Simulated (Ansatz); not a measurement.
# MgO: rigid cleavage

Aim: for MgO, open the crystal across a (1 1 1) plane.

The COD cell was measured well above room temperature, so it is larger than a cold one.

Method: DFT PBEsol, scalar-relativistic, plane waves, PAW, in Ansatz 0.2.0.

## 1. The system as given

It takes space group Fm-3m (No. 225, cubic). The conventional cell has a = 4.270 Å, b = 4.270 Å, c = 4.270 Å, α = 90.00°, β = 90.00°, γ = 90.00°. Mg (site symmetry m-3m) has 6 O at 2.14 Å in its first shell of neighbours. O (site symmetry m-3m) has 6 Mg at 2.14 Å in its first shell of neighbours.

Structure file:

```cif
data_structure
_symmetry_space_group_name_H-M 'P 1'
_symmetry_Int_Tables_number 1
_cell_length_a 3.0196
_cell_length_b 3.0196
_cell_length_c 14.7928
_cell_angle_alpha 90.000
_cell_angle_beta 90.000
_cell_angle_gamma 60.000
_cell_volume 116.81
loop_
_atom_site_label
_atom_site_type_symbol
_atom_site_fract_x
_atom_site_fract_y
_atom_site_fract_z
_atom_site_occupancy
Mg1 Mg 0.66667 0.66667 0.16667 1
Mg2 Mg 0.00000 0.00000 0.00000 1
Mg3 Mg 0.33333 0.33333 0.33333 1
Mg4 Mg 0.66667 0.66667 0.66667 1
Mg5 Mg 0.00000 0.00000 0.50000 1
Mg6 Mg 0.33333 0.33333 0.83333 1
O1 O 0.66667 0.66667 0.41667 1
O2 O 0.00000 0.00000 0.25000 1
O3 O 0.33333 0.33333 0.58333 1
O4 O 0.66667 0.66667 0.91667 1
O5 O 0.00000 0.00000 0.75000 1
O6 O 0.33333 0.33333 0.08333 1
```

No relaxation comes first: the listed cell is the starting point.

## 2. Zero of the scan

Input file input.yaml:

```yaml
crystal:
  lattice:
    - [2.13515, -2.13515, 0.0]
    - [2.13515, 0.0, -2.13515]
    - [8.5406, 8.5406, 8.5406]
  atoms:
    - { symbol: Mg, position: [0.6666666667, 0.6666666667, 0.1666666667] }
    - { symbol: Mg, position: [0.0, 0.0, 0.0] }
    - { symbol: Mg, position: [0.3333333333, 0.3333333333, 0.3333333333] }
    - { symbol: Mg, position: [0.6666666667, 0.6666666667, 0.6666666667] }
    - { symbol: Mg, position: [0.0, 0.0, 0.5] }
    - { symbol: Mg, position: [0.3333333333, 0.3333333333, 0.8333333333] }
    - { symbol: O, position: [0.6666666667, 0.6666666667, 0.4166666667] }
    - { symbol: O, position: [0.0, 0.0, 0.25] }
    - { symbol: O, position: [0.3333333333, 0.3333333333, 0.5833333333] }
    - { symbol: O, position: [0.6666666667, 0.6666666667, 0.9166666667] }
    - { symbol: O, position: [1.0, 1.0, 0.75] }
    - { symbol: O, position: [0.3333333333, 0.3333333333, 0.0833333333] }
basis:
  ecutwfc: 420
kpoints:
  mp_grid: { grid: [9, 9, 2] }
hamiltonian:
  xc: pbesol
scf:
  occupations: { method: gaussian, width: 0.05 }
output:
  forces: true
  stress: true
  eigenvalues: true
```

Command:

```console
ansatz run input.yaml --threads 2 --pin off --max-ram 5120MiB --backend cpu --events-out ev --progress --plain --runs-dir out
```

The session goes on with these runs: point d = 1.00 Å; d = 3.00 Å; point d = 0.50 Å; d = 2.00 Å; At d = 6.00 Å; point d = -0.30 Å; At d = 0.25 Å; d = 1.50 Å; d = 4.50 Å; At d = 0.75 Å; point d = -0.15 Å.

Before running it: what results should come out? Wanted: largest traction sampled.

**Answer**, as computed:

| quantity | value |
| --- | --- |
| energy at d = 6.00 Å | 11.53 J/m² |
| largest traction sampled | 75.4 GPa at d = 0.75 Å |

**Reading.** At the widest gap the traction has died away, so 11.53 J/m² is the unrelaxed work of separation, the sum of the two faces' energies. The traction peaks at 75.4 GPa near 0.75 Å, an estimate of the ideal strength of rigid blocks on this coarse sampling. The gap on the mesh, 4.25 eV at the start, reads zero at d = 1.00. Spin polarisation is off in the runs that give these values; a magnetic solution could lie lower. Layers here are held mostly by dispersion, which this level lacks, so their spacing and the stiffness across them are unreliable there.
